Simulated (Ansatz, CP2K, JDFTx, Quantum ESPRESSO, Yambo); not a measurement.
## BN: band gap by level of theory

**What was measured.** The band gap of BN (F-43m) is reported as 6.4 eV at 300 K (a printed reference work). The runs below try to reproduce it.

It takes space group F-43m (No. 216, cubic). Conventional cell: a = 3.626 Å, b = 3.626 Å, c = 3.626 Å, α = 90.00°, β = 90.00°, γ = 90.00°. Around N (site symmetry -43m) lie 4 B at 1.57 Å. B (site symmetry -43m) is surrounded by 4 N at 1.57 Å.

```csv
rung,level,program and potentials,cutoff (eV),k mesh,task,core time,chip,band gap (eV),miss (eV),notes
Hartree-Fock,Hartree-Fock on PBE,"Yambo, PseudoDojo 0.4.1 SR PBE standard",1143,4 × 4 × 4,Hartree-Fock levels,1.1 s,Arm Neoverse V2,13.35,+6.95,coarse mesh
GGA,PBEsol,"JDFTx, PseudoDojo-SR-PBEsol-0.4.1-standard with smoothed tails",1143,13 × 13 × 13,band structure,4.4 s,Intel Xeon Platinum 8488C Sapphire Rapids,4.33,-2.07,from the band path
GGA,PBE,"Quantum ESPRESSO, SG15 PBE 1.2",1197,8 × 8 × 8,single point,4.5 s,Arm Neoverse V2,4.53,-1.87,mesh may miss the edge
LDA,LDA,"JDFTx, SG15-PBE-1.2 with smoothed tails",1361,13 × 13 × 13,band structure,4.9 s,Arm Neoverse V2,4.23,-2.17,potentials made for PBE; from the band path
GGA,OLYP,"Quantum ESPRESSO, PseudoDojo 0.4.1 SR PBE standard",1143,13 × 13 × 13,band structure,7.2 s,Intel Xeon 6985P-C Granite Rapids,4.73,-1.67,potentials made for PBE; from the band path
GGA,PBEsol,"Ansatz, all-electron LAPW, scalar-relativistic",-,13 × 13 × 13,band structure,11 s,Arm Neoverse V1,4.28,-2.12,from the band path
GGA,RPBE,"Quantum ESPRESSO, SG15 PBE 1.2",1197,13 × 13 × 13,band structure,14 s,Arm Neoverse V2,4.63,-1.77,"potentials made for PBE; from the band path; far from this level's other runs, cause not traced"
GGA,PBE,"Quantum ESPRESSO, GBRV 1.5 PBE",612,13 × 13 × 13,band structure,15 s,Intel Xeon Platinum 8259CL Skylake/Cascade Lake,4.46,-1.94,from the band path
GGA,PBE,"Quantum ESPRESSO, SSSP 1.3 efficiency PBE",816,13 × 13 × 13,band structure,16 s,Intel Xeon Platinum 8259CL Skylake/Cascade Lake,4.47,-1.93,from the band path
GGA,PBE,"Quantum ESPRESSO, JTH 2.0 PBE",680,13 × 13 × 13,band structure,17 s,Intel Xeon Platinum 8259CL Skylake/Cascade Lake,4.45,-1.95,from the band path
GGA,PBE,"Quantum ESPRESSO, SPMS 1.0 PBE",1197,13 × 13 × 13,band structure,27 s,Intel Xeon Platinum 8259CL Skylake/Cascade Lake,4.52,-1.88,from the band path
GGA,PBE,"CP2K, POTENTIAL_UZH N GTH-PBE0-q5, B GTH-PBE0-q3; DZVP-MOLOPT-SR-GTH basis",-,13 × 13 × 13,band structure,62 s,Arm Neoverse V1,4.52,-1.88,atomic basis; from the band path
```

Times are single runs on shared hosts and different chips, so they are rough; meshes, cutoffs and the tasks' sizes weigh on the time. All rows: no spin polarisation. Gaps are the least found on the k mesh or the band path, and a mesh can miss the band edges. Meshes differ between rows, which moves values too. All levels ran on this one cell, unrelaxed unless noted. Meshes are those of the run's cell of 2 atoms unless a note names another. Misses use the values as printed. Runs on faulty files, with rough fits or with known faults for this quantity aren't shown. No row holds spin-orbit coupling.

By rung: LDA 4.23; GGA 4.28 to 4.73; GGA in atomic bases 4.52; Hartree-Fock on coarse meshes 13.35 (eV). Measured: 6.4 eV at 300 K (a printed reference work). Closest, coarse meshes and atomic bases left aside, is OLYP (-1.67 eV), and PBE misses by -1.95 to -1.87 eV on plain settings. LDA and GGA gaps fall short mostly because these functionals lack the derivative discontinuity; the runs are for a static lattice, while measurements hold temperature and zero-point motion.
